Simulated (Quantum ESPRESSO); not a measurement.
# HfN (Pm-3m) in Quantum ESPRESSO: a series of runs, part 3 of 3

Quantum ESPRESSO 7.5. The steps go on from the part before.

### 5 Phonons, PBE

The input, pw.in:

```
&CONTROL
  calculation = 'scf'
  prefix = 'pwscf'
  outdir = './tmp'
  pseudo_dir = './pseudo'
  tprnfor = .true.
  tstress = .true.
  disk_io = 'low'
/
&SYSTEM
  ibrav = 0
  nat = 2
  ntyp = 2
  ecutwfc = 60
  ecutrho = 480
  nbnd = 15
  occupations = 'smearing'
  smearing = 'mv'
  degauss = 0.01469973
/
&ELECTRONS
  conv_thr = 4d-10
  electron_maxstep = 120
  mixing_beta = 0.5
/
ATOMIC_SPECIES
Hf   178.4900 Hf-sp.oncvpsp.upf
N     14.0070 N.pbe-n-radius_5.UPF
CELL_PARAMETERS angstrom
   2.8250300000    0.0000000000    0.0000000000
   0.0000000000    2.8250300000    0.0000000000
   0.0000000000    0.0000000000    2.8250300000
ATOMIC_POSITIONS crystal
Hf     0.5000000000    0.5000000000    0.5000000000
N      0.0000000000    0.0000000000    0.0000000000
K_POINTS automatic
9 9 9 0 0 0
```

The input, scf2.in:

```
&CONTROL
  calculation = 'scf'
  prefix = 'pwscf'
  outdir = './tmp'
  pseudo_dir = './pseudo'
  tprnfor = .true.
  tstress = .true.
  disk_io = 'low'
/
&SYSTEM
  ibrav = 0
  nat = 2
  ntyp = 2
  ecutwfc = 60
  ecutrho = 480
  nbnd = 15
  occupations = 'smearing'
  smearing = 'mv'
  degauss = 0.01469973
/
&ELECTRONS
  conv_thr = 1d-13
  electron_maxstep = 120
  mixing_beta = 0.5
  startingpot = 'file'
  startingwfc = 'file'
/
ATOMIC_SPECIES
Hf   178.4900 Hf-sp.oncvpsp.upf
N     14.0070 N.pbe-n-radius_5.UPF
CELL_PARAMETERS angstrom
   2.8250300000    0.0000000000    0.0000000000
   0.0000000000    2.8250300000    0.0000000000
   0.0000000000    0.0000000000    2.8250300000
ATOMIC_POSITIONS crystal
Hf     0.5000000000    0.5000000000    0.5000000000
N      0.0000000000    0.0000000000    0.0000000000
K_POINTS automatic
9 9 9 0 0 0
```

The input, ph.in:

```
phonons of HfN
&INPUTPH
  prefix = 'pwscf'
  outdir = './tmp'
  tr2_ph = 1d-18
  fildyn = 'dyn'
  niter_ph = 90
  alpha_mix(1) = 0.4
/
0.0000000000 0.0000000000 0.0000000000
```

The input, dynmat.in:

```
&INPUT
  fildyn = 'dyn'
  asr = 'crystal'
  filout = 'dynmat.disp'
  fileig = 'dynmat.eig'
/
```

Potentials or basis: SSSP 1.3 efficiency PBE.

On the command line:

```console
OMP_NUM_THREADS=1 pw.x -in pw.in > pw.out
OMP_NUM_THREADS=1 pw.x -in scf2.in > scf2.out
OMP_NUM_THREADS=1 ph.x -in ph.in > ph.out
OMP_NUM_THREADS=1 dynmat.x -in dynmat.in > dynmat.out
```

pw.out:

```text
This program is part of the open-source Quantum ESPRESSO suite
     for quantum simulation of materials; please cite
[... 9 lines left out ...]
     --------------------
     sticks:   dense  smooth     PW     G-vecs:    dense   smooth      PW
     Sum        1093     553    177                27081     9627    1743

     Using Slab Decomposition

     bravais-lattice index     =            0
     lattice parameter (alat)  =       5.3385  a.u.
     unit-cell volume          =     152.1478 (a.u.)^3
     number of atoms/cell      =            2
     number of atomic types    =            2
     number of electrons       =        17.00
     number of Kohn-Sham states=           15
     kinetic-energy cutoff     =      60.0000  Ry
     charge density cutoff     =     480.0000  Ry
     scf convergence threshold =      4.0E-10
     mixing beta               =       0.5000
     number of iterations used =            8  plain     mixing
     Exchange-correlation= PBE
                           (   1   4   3   4   0   0   0)

     celldm(1)=   5.338533  celldm(2)=   0.000000  celldm(3)=   0.000000
     celldm(4)=   0.000000  celldm(5)=   0.000000  celldm(6)=   0.000000

     crystal axes: (cart. coord. in units of alat)
               a(1) = (   1.000000   0.000000   0.000000 )
               a(2) = (   0.000000   1.000000   0.000000 )
               a(3) = (   0.000000   0.000000   1.000000 )

     reciprocal axes: (cart. coord. in units 2 pi/alat)
               b(1) = (  1.000000  0.000000  0.000000 )
               b(2) = (  0.000000  1.000000  0.000000 )
               b(3) = (  0.000000  0.000000  1.000000 )

     PseudoPot. # 1 for Hf read from file:
     Hf-sp.oncvpsp.upf
     Pseudo is Norm-conserving + core correction, Zval = 12.0
     Generated using ONCVPSP code by D. R. Hamann
     Using radial grid of 1656 points,  8 beta functions with:
                l(1) =   0
                l(2) =   0
                l(3) =   1
                l(4) =   1
                l(5) =   2
                l(6) =   2
                l(7) =   3
                l(8) =   3

     PseudoPot. # 2 for N  read from file:
     N.pbe-n-radius_5.UPF
     Pseudo is Ultrasoft + core correction, Zval =  5.0
     Generated using "atomic" code by A. Dal Corso  v.5.1
     Using radial grid of 1085 points,  4 beta functions with:
                l(1) =   0
                l(2) =   0
                l(3) =   1
                l(4) =   1
     Q(r) pseudized with 0 coefficients

     atomic species   valence    mass     pseudopotential
     Hf               12.00   178.49000     Hf( 1.00)
     N                 5.00    14.00700     N ( 1.00)

     48 Sym. Ops., with inversion, found

   Cartesian axes

     site n.     atom                  positions (alat units)
         1        Hf     tau(   1) = (   0.5000000   0.5000000   0.5000000  )
         2        N      tau(   2) = (   0.0000000   0.0000000   0.0000000  )

     number of k points=    35  Marzari-Vanderbilt smearing, width (Ry)=  0.0147
                       cart. coord. in units 2pi/alat
        k(    1) = (   0.0000000   0.0000000   0.0000000), wk =   0.0027435
        k(    2) = (   0.0000000   0.0000000   0.1111111), wk =   0.0164609
        k(    3) = (   0.0000000   0.0000000   0.2222222), wk =   0.0164609
        k(    4) = (   0.0000000   0.0000000   0.3333333), wk =   0.0164609
        k(    5) = (   0.0000000   0.0000000   0.4444444), wk =   0.0164609
        k(    6) = (   0.0000000   0.1111111   0.1111111), wk =   0.0329218
[... 27 lines left out ...]
        k(   34) = (   0.3333333   0.4444444   0.4444444), wk =   0.0658436
        k(   35) = (   0.4444444   0.4444444   0.4444444), wk =   0.0219479

     Dense  grid:    27081 G-vectors     FFT dimensions: (  40,  40,  40)

     Smooth grid:     9627 G-vectors     FFT dimensions: (  27,  27,  27)

     Initial potential from superposition of free atoms

     starting charge      16.9981, renormalised to      17.0000
     Starting wfcs are   14 randomized atomic wfcs +    1 random wfcs

     Self-consistent Calculation

     iteration #  1     ecut=    60.00 Ry     beta= 0.50
     Davidson diagonalization with overlap
     ethr =  1.00E-02,  avg # of iterations =  4.9

     total energy              =    -132.93960023 Ry
     estimated scf accuracy    <       0.45915437 Ry

     iteration #  2     ecut=    60.00 Ry     beta= 0.50
     Davidson diagonalization with overlap
     ethr =  2.70E-03,  avg # of iterations =  2.1

     total energy              =    -133.04373297 Ry
     estimated scf accuracy    <       0.40207226 Ry

     iteration #  3     ecut=    60.00 Ry     beta= 0.50
     Davidson diagonalization with overlap
     ethr =  2.37E-03,  avg # of iterations =  1.1

     total energy              =    -133.12280098 Ry
     estimated scf accuracy    <       0.00720625 Ry

     iteration #  4     ecut=    60.00 Ry     beta= 0.50
     Davidson diagonalization with overlap
     ethr =  4.24E-05,  avg # of iterations =  2.4

     total energy              =    -133.12349629 Ry
     estimated scf accuracy    <       0.00093672 Ry

     iteration #  5     ecut=    60.00 Ry     beta= 0.50
     Davidson diagonalization with overlap
     ethr =  5.51E-06,  avg # of iterations =  3.1

     total energy              =    -133.12361550 Ry
     estimated scf accuracy    <       0.00021289 Ry

     iteration #  6     ecut=    60.00 Ry     beta= 0.50
     Davidson diagonalization with overlap
     ethr =  1.25E-06,  avg # of iterations =  1.4

     total energy              =    -133.12366114 Ry
     estimated scf accuracy    <       0.00000952 Ry

     iteration #  7     ecut=    60.00 Ry     beta= 0.50
     Davidson diagonalization with overlap
     ethr =  5.60E-08,  avg # of iterations =  2.0

     total energy              =    -133.12366344 Ry
     estimated scf accuracy    <       0.00000038 Ry

     iteration #  8     ecut=    60.00 Ry     beta= 0.50
     Davidson diagonalization with overlap
     ethr =  2.24E-09,  avg # of iterations =  2.2

     total energy              =    -133.12366351 Ry
     estimated scf accuracy    <       0.00000004 Ry

     iteration #  9     ecut=    60.00 Ry     beta= 0.50
     Davidson diagonalization with overlap
     ethr =  2.40E-10,  avg # of iterations =  2.0

     total energy              =    -133.12366352 Ry
     estimated scf accuracy    <          2.8E-09 Ry

     iteration # 10     ecut=    60.00 Ry     beta= 0.50
     Davidson diagonalization with overlap
     ethr =  1.66E-11,  avg # of iterations =  2.0

     total energy              =    -133.12366352 Ry
     estimated scf accuracy    <          1.6E-09 Ry

     iteration # 11     ecut=    60.00 Ry     beta= 0.50
     Davidson diagonalization with overlap
     ethr =  9.15E-12,  avg # of iterations =  1.6

     End of self-consistent calculation

          k = 0.0000 0.0000 0.0000 (  1213 PWs)   bands (ev):

   -43.9986 -12.1448 -12.1448 -12.1448   1.9057  15.6117  15.6117  16.9450
    16.9450  16.9450  21.3224  24.3844  24.3844  24.3844  36.4984

          k = 0.0000 0.0000 0.1111 (  1205 PWs)   bands (ev):

   -43.9882 -12.3163 -12.1298 -12.1298   2.1399  14.9052  15.7326  16.7502
    16.7502  17.3741  22.1186  24.4332  24.4332  24.4511  34.5491

          k = 0.0000 0.0000 0.2222 (  1209 PWs)   bands (ev):

   -43.9619 -12.7297 -12.0917 -12.0917   2.7616  13.2399  16.0596  16.2715
    16.2715  19.0313  23.6086  24.6045  24.6045  24.6252  31.9438

          k = 0.0000 0.0000 0.3333 (  1201 PWs)   bands (ev):

   -43.9318 -13.1684 -12.0480 -12.0480   3.5655  11.5654  15.7527  15.7527
    16.4770  21.4606  24.8333  24.8782  24.8782  25.1064  29.9133

          k = 0.0000 0.0000 0.4444 (  1194 PWs)   bands (ev):

   -43.9120 -13.4394 -12.0191 -12.0191   4.2060  10.4585  15.4279  15.4279
    16.7838  23.4156  24.9755  25.1047  25.1047  26.8356  28.7852

          k = 0.0000 0.1111 0.1111 (  1211 PWs)   bands (ev):

   -43.9779 -12.3177 -12.2808 -12.1151   2.3540  14.8804  15.1234  16.6205
    16.6410  18.0648  22.3557  23.8891  24.6889  24.9863  34.4667

          k = 0.0000 0.1111 0.2222 (  1204 PWs)   bands (ev):

   -43.9517 -12.7096 -12.2541 -12.0776   2.9161  13.3115  15.2454  16.2745
    16.9102  19.4018  22.8790  23.6183  25.2779  25.3642  32.5249

          k = 0.0000 0.1111 0.3333 (  1199 PWs)   bands (ev):

   -43.9217 -13.1430 -12.2051 -12.0345   3.6255  11.7649  15.2608  15.8616
    17.0033  21.5953  23.5101  23.7530  25.2142  26.1992  30.6733

          k = 0.0000 0.1111 0.4444 (  1190 PWs)   bands (ev):

   -43.9020 -13.4111 -12.1727 -12.0061   4.1687  10.7791  15.1580  15.5871
    17.1074  23.3314  24.0638  24.1717  24.8525  27.6286  29.6373
[... 101 lines left out ...]
          k = 0.2222 0.3333 0.4444 (  1194 PWs)   bands (ev):

   -43.8127 -13.1692 -12.8748 -12.4313   4.2635  12.5512  12.8522  15.0771
    19.5547  21.5299  21.8958  24.8014  25.3278  28.4770  31.6268

          k = 0.2222 0.4444 0.4444 (  1186 PWs)   bands (ev):

   -43.7939 -13.1214 -13.1138 -12.3984   4.3059  12.5963  12.7440  14.4646
    19.3356  22.2813  22.6993  24.0523  26.5759  29.2310  31.3887

          k = 0.3333 0.3333 0.3333 (  1181 PWs)   bands (ev):

   -43.8031 -12.8983 -12.8348 -12.8348   4.4097  12.5208  12.5208  14.1398
    21.3193  21.8834  21.8834  25.1595  25.1595  26.7381  33.9890

          k = 0.3333 0.3333 0.4444 (  1187 PWs)   bands (ev):

   -43.7843 -13.0985 -12.8316 -12.7943   4.5878  12.0896  12.1951  13.7692
    21.7136  22.0470  22.7874  25.4993  25.6885  28.1190  31.1863

          k = 0.3333 0.4444 0.4444 (  1188 PWs)   bands (ev):

   -43.7657 -13.0547 -13.0479 -12.7726   4.8200  11.8148  11.8952  12.8314
    22.1716  23.5394  23.9503  25.2920  26.5248  28.4403  30.4117

          k = 0.4444 0.4444 0.4444 (  1169 PWs)   bands (ev):

   -43.7472 -13.0129 -13.0043 -13.0043   5.2357  11.4040  11.4040  11.7685
    24.5943  25.1614  25.1614  26.1057  26.1057  27.7791  29.7041

     the Fermi energy is    18.0359 ev

!    total energy              =    -133.12366352 Ry
     estimated scf accuracy    <          3.6E-11 Ry
     smearing contrib. (-TS)   =      -0.00029441 Ry
     internal energy E=F+TS    =    -133.12336911 Ry

     The total energy is F=E-TS. E is the sum of the following terms:
     one-electron contribution =      -3.50154156 Ry
     hartree contribution      =      12.35030649 Ry
     xc contribution           =     -34.12685312 Ry
     ewald contribution        =    -107.84528092 Ry

     convergence has been achieved in  11 iterations

     Forces acting on atoms (cartesian axes, Ry/au):

     atom    1 type  1   force =     0.00000000    0.00000000    0.00000000
     atom    2 type  2   force =     0.00000000    0.00000000    0.00000000

     Total force =     0.000000     Total SCF correction =     0.000000

     Computing stress (Cartesian axis) and pressure

          total   stress  (Ry/bohr**3)                   (kbar)     P=       -5.60
  -0.00003809   0.00000000   0.00000000           -5.60        0.00        0.00
   0.00000000  -0.00003809   0.00000000            0.00       -5.60        0.00
   0.00000000   0.00000000  -0.00003809            0.00        0.00       -5.60

=------------------------------------------------------------------------------=
   JOB DONE.
=------------------------------------------------------------------------------=
```

Run time: 2.7 min. Hardware: 1 thread of Arm Neoverse V1, shared host; peak memory 0.08 GiB.

What came out:

* Free energy: -1811.2397 eV
* Pressure after relaxing: -0.6 GPa
* Band gap on the k mesh: none (metal or under the smearing width)
* Highest phonon frequency at Γ: 241 cm⁻¹

Phonon frequencies in cm⁻¹ (negative: imaginary):
```
              q point           frequencies
(0.000, 0.000, 0.000)  -1 -1 -1 241 241 241
```

Optical modes at Γ, degenerate ones joined:
```tsv
cm⁻¹	components	symmetry	active in
241	3	T1u	IR
```

Caveat: the mesh is thin for the phonons of a metal.

### 6 The runs side by side

```csv
potentials or basis,cutoff (eV),gap on the mesh (eV),pressure (GPa)
GBRV 1.5 PBE,612,none,-1.3
JTH 2.0 PBE,707,none,-2.0
SPMS 1.0 PBE,1197,none,-0.5
SSSP 1.3 efficiency PBE,816,none,-0.6
```

Alike in all rows: task phonons; level PBE; no spin polarisation; cell relaxed; k mesh 9 × 9 × 9; smearing cold 0.2 eV.

Caveats: the mesh is thin for the phonons of a metal.

Total energies depend on the potentials used, so only differences within one code and one set of settings carry meaning.
